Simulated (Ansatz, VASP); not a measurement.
PbSe (Clausthalite): VASP beside Ansatz

```
Pb Se
1.0
     0.00000    3.06065    3.06065
     3.06065    0.00000    3.06065
     3.06065    3.06065    0.00000
Pb Se
1 1
Direct
  0.00000 0.00000 0.00000
  0.50000 0.50000 0.50000
```

Alike in both runs: task single point; functional PBE; k mesh 8 × 8 × 8; occupations fermi-dirac, width 0.05 eV; no spin polarisation.

|  | VASP | Ansatz |
| --- | --- | --- |
| version | VASP 6.6.1 | Ansatz 0.2.0 |
| potentials or method | VASP PAW PBE potentials, release 64 (Pb_d, Se) | Ansatz PAW soft_1 |
| plane-wave cutoff (eV) | 520 | 420 |
| valence electrons in the cell | 20 | 30 |

```tsv
	VASP	Ansatz	Ansatz less VASP
gap on the k mesh at the Fermi level (eV)	0.29	0.29	+0.003
least direct gap on the mesh (eV)	0.29	0.29	+0.003
pressure (GPa)	2.4	2.4	+0.01
```

With one functional, cell and mesh, what is left measures potentials, basis and numerics. The two sets of potentials don't hold the same shells in valence.

Caveats: spin-orbit coupling is left out, which as a rule narrows the gap of such compounds by several tenths of an eV.
